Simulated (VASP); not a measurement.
Crystal: CdSe (Cadmoselite).

```
Cd Se
1.0
     4.30969    0.00000    0.00000
    -2.15484    3.73230    0.00000
     0.00000    0.00000    7.03519
Cd Se
2 2
Direct
  0.33333 0.66667 0.00467
  0.66667 0.33333 0.50467
  0.33333 0.66667 0.38033
  0.66667 0.33333 0.88033
```

Program: VASP 6.6.1. Alike in all runs: potentials or basis VASP PAW PBE potentials, release 64 (Cd, Se); no spin polarisation; cell as given; cutoff (eV) 520; smearing gaussian 0.03 eV. Hardware: 2 MPI ranks on Intel(R) Xeon(R) Platinum 8559C (Emerald Rapids), on a shared host.

**Question.** Order these runs on this cell by their wall time, lowest first.
A. task dielectric tensor; level PBE; k mesh 12 × 12 × 6; monkhorst-Pack mesh no
B. task band structure; level PBE; k mesh 9 × 9 × 4
C. task band structure; level r2SCAN; k mesh 9 × 9 × 4

**Answer.** B (110 s), C (460 s), A (1100 s).
